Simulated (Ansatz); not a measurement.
# Al3Ru2: the cost of one run

Computed with Ansatz 0.2.0 (DFT PBEsol, scalar-relativistic, plane waves, PAW, unless a step's input says otherwise).

1 further run of the same task is left out (set aside as unsound or not needed).

### Step 1. Starting point

The structure is tetragonal, space group I4/mmm (No. 139). The conventional cell has a = 3.073 Å, b = 3.073 Å, c = 14.252 Å, α = 90.00°, β = 90.00°, γ = 90.00°. Around Al (site symmetry 4/mmm) lie 8 Ru at 2.64 Å and 2 Al at 2.76 Å. Around Al (site symmetry 4mm) lie 5 Ru at 2.51 to 2.86 Å and 5 Al at 2.70 to 2.76 Å. Ru (site symmetry 4mm) has 9 Al at 2.51 to 2.86 Å as nearest neighbours.

Structure file:

```cif
data_structure
_symmetry_space_group_name_H-M 'I4/mmm'
_symmetry_Int_Tables_number 139
_cell_length_a 3.0734
_cell_length_b 3.0734
_cell_length_c 14.2517
_cell_angle_alpha 90.000
_cell_angle_beta 90.000
_cell_angle_gamma 90.000
_cell_volume 134.61
loop_
_atom_site_label
_atom_site_type_symbol
_atom_site_symmetry_multiplicity
_atom_site_Wyckoff_symbol
_atom_site_fract_x
_atom_site_fract_y
_atom_site_fract_z
_atom_site_occupancy
Al1 Al 2 a 0.00000 0.00000 0.00000 1
Al2 Al 4 e 0.50000 0.50000 0.30626 1
Ru1 Ru 4 e 0.50000 0.50000 0.10566 1
```

It goes back to an entry of the Materials Project, which need not be the stable form.

This cell was relaxed beforehand with the same method: volume 13.46 Å³/atom, gap on the mesh none (metal).

### Step 2. Electronic structure at the relaxed geometry

The input, input.yaml:

```yaml
crystal:
  lattice:
    - [-1.5366813995, 1.5366813995, 7.1258323392]
    - [1.5366813995, -1.5366813995, 7.1258323392]
    - [1.5366813995, 1.5366813995, -7.1258323392]
  atoms:
    - { symbol: Al, position: [0.0, 0.0, 0.0] }
    - { symbol: Al, position: [0.8062567813, 0.8062567813, 0.0] }
    - { symbol: Al, position: [0.1937432187, 0.1937432187, 0.0] }
    - { symbol: Ru, position: [0.6056584132, 0.6056584132, 0.0] }
    - { symbol: Ru, position: [0.3943415868, 0.3943415868, 0.0] }
basis:
  ecutwfc: 420
kpoints:
  mp_grid: { grid: [16, 16, 16] }
  band_path:
    path:
      - [[0.0, 0.0, 0.0], [0.0, 0.0, 0.5], [0.25, 0.25, 0.25], [0.0, 0.5, 0.0], [0.0, 0.0, 0.0], [0.5, 0.5, -0.5], [0.26162616, 0.73837384, -0.26162616]]
      - [[-0.26162616, 0.26162616, 0.26162616], [0.0, 0.0, 0.0]]
      - [[0.0, 0.0, 0.5], [-0.02325233, 0.02325233, 0.5]]
      - [[0.5, 0.5, -0.02325233], [0.5, 0.5, -0.5]]
    npoints: 14
hamiltonian:
  xc: pbesol
scf:
  occupations: { method: gaussian, width: 0.1 }
  n_extra_bands: 12
output:
  forces: true
  stress: true
  eigenvalues: true
  populations: true
  dos: { projected: true, de: 0.02, nscf_kmesh: { grid: [24, 24, 24] } }
  bader: true
```

The run is started by

```console
ansatz run input.yaml --threads 1 --pin off --max-ram 2560MiB --backend cpu --events-out ev --progress --plain --runs-dir out
```

What time and memory should one allow on 1 thread of Intel Xeon Platinum 8375C at 2.90GHz (Ice Lake), shared host?

About 2.3 min, with a peak of 1.5 GiB.
